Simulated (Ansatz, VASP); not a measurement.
Ir: VASP beside Ansatz

The input INCAR:

```
PREC = Accurate
ENCUT = 520
EDIFF = 1E-6
ISMEAR = 0
SIGMA = 0.15
LREAL = F
LASPH = T
NELM = 100
ALGO = Fast
ISIF = 2
LWAVE = F
LCHARG = T
GGA = PS
LELF = T
LVHAR = T
NBANDS = 16
```

Contents of KPOINTS:

```
regular mesh
0
Gamma
  24 24 12
```

POSCAR

```
Ir
1.0
    2.7890726868      0.0000000000      0.0000000000
   -1.3945363434      2.4154077998      0.0000000000
    0.0000000000      0.0000000000      4.3424878629
Ir
2
Direct
    0.6666666667      0.3333333333      0.7500000000
    0.3333333333      0.6666666667      0.2500000000
```

Input for Ansatz:

```yaml
crystal:
  lattice:
    - [2.7890726868, 0.0, 0.0]
    - [-1.3945363434, 2.4154077998, 0.0]
    - [0.0, 0.0, 4.3424878629]
  atoms:
    - { symbol: Ir, position: [0.6666666667, 0.3333333333, 0.75] }
    - { symbol: Ir, position: [0.3333333333, 0.6666666667, 0.25] }
basis:
  ecutwfc: 420
kpoints:
  mp_grid: { grid: [24, 24, 12] }
hamiltonian:
  xc: pbesol
scf:
  occupations: { method: gaussian, width: 0.15 }
output:
  forces: true
  stress: true
  eigenvalues: true
```

Alike in both runs: task single point; functional PBEsol; k mesh 24 × 24 × 12; occupations gaussian, width 0.15 eV; no spin polarisation.

|  | VASP | Ansatz |
| --- | --- | --- |
| version | VASP 6.6.1 | Ansatz 0.2.0 |
| potentials or method | VASP PAW PBE potentials, release 64 (Ir) | scalar-relativistic, plane waves, PAW |
| plane-wave cutoff (eV) | 520 | 420 |
| valence electrons in the cell | 18 | 34 |

VASP gave:

- gap on the k mesh at the Fermi level (eV): none
- pressure (GPa): -10.8
- largest component of the traceless stress (GPa): 8.60

Task: What did Ansatz give for the same quantities?

Result: gap on the k mesh at the Fermi level (eV): none; pressure (GPa): -11.5; largest component of the traceless stress (GPa): 8.55.

A gap of «none» marks a metal or a gap that the smearing closes. The functional is the same, so the differences come from potentials, cutoffs and numerics. The two sets of potentials don't hold the same shells in valence.

Caveats: the PAW data sets were made with another functional, which shifts forces and pressure a little (VASP). Spin-orbit coupling is left out, which matters for the levels of Ir.
